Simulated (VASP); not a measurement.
Wanted: the native input for a VASP 6.6.1 run.

| Quantity | Value |
| --- | --- |
| Task | single point |
| Functional | PBE |
| Potentials or basis | VASP PAW PBE potentials, release 64 (Rb_sv) |
| Cutoff | 520 eV |
| k mesh | 6 × 6 × 10 |
| Occupations | gaussian, width 0.1 eV |
| Spin | no spin polarisation |
| Dipole correction | no |
| Further INCAR settings | ALGO = Fast; EDIFF = 1e-06; NBANDS = 26 |

The structure of Rb lies in POSCAR:

```
Rb
1.0
    4.1382639841     -8.8549009527      0.0000000000
    4.1382639841      8.8549009527      0.0000000000
    0.0000000000      0.0000000000      5.1343059487
Rb
4
Direct
    0.1314022614      0.8685977386     -0.0002750195
    0.6314022614      0.3685977386      0.5002750195
    0.8685977386      0.1314022614      1.0002750195
    0.3685977386      0.6314022614      0.4997249805
```

The cell was built by a generator and needn't be a form met in nature.

These files were run (other wordings do the same):

INCAR

```
SYSTEM = Rb
PREC = Accurate
ENCUT = 520
EDIFF = 1E-6
ISMEAR = 0
SIGMA = 0.1
LREAL = .FALSE.
LASPH = .TRUE.
NELM = 60
ALGO = Fast
ISIF = 2
LWAVE = .FALSE.
LCHARG = .FALSE.
GGA = PE
NBANDS = 26
```

KPOINTS

```
regular mesh
0
G
  6 6 10
  0 0 0
```

Potentials or basis: VASP PAW PBE potentials, release 64 (Rb_sv).

Run with:

```console
$ cat potpaw_PBE.64/Rb_sv/POTCAR > POTCAR
$ mpirun -np 1 vasp_std > vasp.out
```

It gave:

```
Pressure               : 0.0 GPa
Band gap on the k mesh : none (metal or under the smearing width)
```

Wall time 12 min on 1 thread of Intel(R) Xeon(R) 6975P-C (Granite Rapids), with other jobs on the host, peak memory 0.85 GiB.
